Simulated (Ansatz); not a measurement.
6 guesses for GdO4 and where they end

Theory: DFT PBE, scalar-relativistic, plane waves, PAW in Ansatz 0.2.0. All cells share a 420 eV cutoff and Γ-centred k meshes spaced at most about 0.3 Å⁻¹ (about 0.25 or finer for metals, 2π included). Collinear spin in cells that started with moments and kept them past the coarse steps, no spin elsewhere.

Each guess was relaxed in cell and atoms at zero pressure, within the symmetry of its start. All energies are static (0 K, no zero-point motion). Coordination counts O atoms around Gd (those within 1.25 times the shortest such distance or 1.15 times the sum of covalent radii; a plus sign parts nearer from farther groups).

```csv
guess,made from,start group,V start (Å³/atom),end group,V end (Å³/atom),coordination at the end,gap on mesh (eV),largest moment (μB),E over the lowest end (meV/atom)
1,GeF4 type,I-43m,16.0,Im-3m,15.2,Gd 8,0,6.7,706
2,SnI4 type,P-43m,15.7,P-43m,13.4,Gd 4,0,6.6,1129
3,random cell,P6/mmm,8.6,?,?,?,?,?,?
4,random cell,R-3m,13.1,R-3m,11.2,Gd 14,0,6.8,0
5,FeCl4 type,Cmmm,12.5,Cmmm,13.4,Gd 2+8,0,6.7,91
6,SrGa4 type,I4/mmm,12.9,I4/mmm,11.1,Gd 2+8,0,6.8,360
```

Guess 3 as it starts:

```cif
data_structure
_symmetry_space_group_name_H-M 'P6/mmm'
_symmetry_Int_Tables_number 191
_cell_length_a 3.4607
_cell_length_b 3.4607
_cell_length_c 4.1467
_cell_angle_alpha 90.000
_cell_angle_beta 90.000
_cell_angle_gamma 120.000
_cell_volume 43.01
loop_
_atom_site_label
_atom_site_type_symbol
_atom_site_symmetry_multiplicity
_atom_site_Wyckoff_symbol
_atom_site_fract_x
_atom_site_fract_y
_atom_site_fract_z
_atom_site_occupancy
Gd1 Gd 1 b 0.00000 0.00000 0.50000 1
O1 O 3 g 0.50000 0.00000 0.50000 1
O2 O 1 a 0.00000 0.00000 0.00000 1
```

Question: Predict the end of this guess and its energy over the lowest end.

Answer: It ends in space group P6/mmm (No. 191), with a = 4.561 Å, c = 4.597 Å, 16.6 Å³/atom and no gap, with moments up to 6.6 μB. It lies 0.74 eV/atom over the lowest end, above guess 1 and below guess 2. Counting O atoms around Gd, this end has Gd 8 and the lowest (guess 4) has Gd 14. The lowest (guess 4) holds O–O pairs (shortest 1.40 Å, as in peroxide); in this end the shortest O–O distance is 2.28 Å.

```
Gd O
1.0
     4.56053    0.00000    0.00000
    -2.28026    3.94953    0.00000
     0.00000    0.00000    4.59658
Gd O
1 4
Direct
  0.00000 0.00000 0.50000
  0.50000 0.00000 0.50000
  0.00000 0.50000 0.50000
  0.50000 0.50000 0.50000
  0.00000 0.00000 0.00000
```

Energies over the elements count from the elements' standard structures at the same level (O₂ as a molecule), with no fitted energy shifts.

Question: Is the lowest end bound against the elements?

Answer: Yes: its formation energy is −1.36 eV/atom. It lies below the elements, which doesn't yet make it stable against other compounds or structures.

In such compounds of Gd a zero gap at this level may well be an artefact, since no Hubbard U is applied. The magnetic state reached may not be the lowest. Cells relaxed within their symmetry can be saddle points. A lower structure may well exist outside this small set. Some types were kept out of the candidates beforehand, so the set may lack a known form.

The energy order probably reflects how the oxygen accommodates a composition too rich in it for simple oxide ions. Gd is normally trivalent, and the moments of 6.6 to 6.8 μB fit a half-filled 4f shell in every end reported. Four separate O²⁻ ions would demand far more electrons than Gd can give, so the end of guess 3, with no O–O bond, must carry holes in its O 2p states. Pairing the oxygen in the lowest end removes much of this deficit by pushing O–O σ* states up and leaving them empty. Two pairs sharing three electrons would have a charge between superoxide and peroxide, which suits the 1.40 Å distance and leaves the π* shell partly filled. Density alone does not set the order: guesses 2 and 5 end at the same volume per atom but far apart in energy. The negative formation energy mainly shows the strength of Gd–O bonding; loss of O₂ to form the very stable sesquioxide remains the likely route of decomposition.
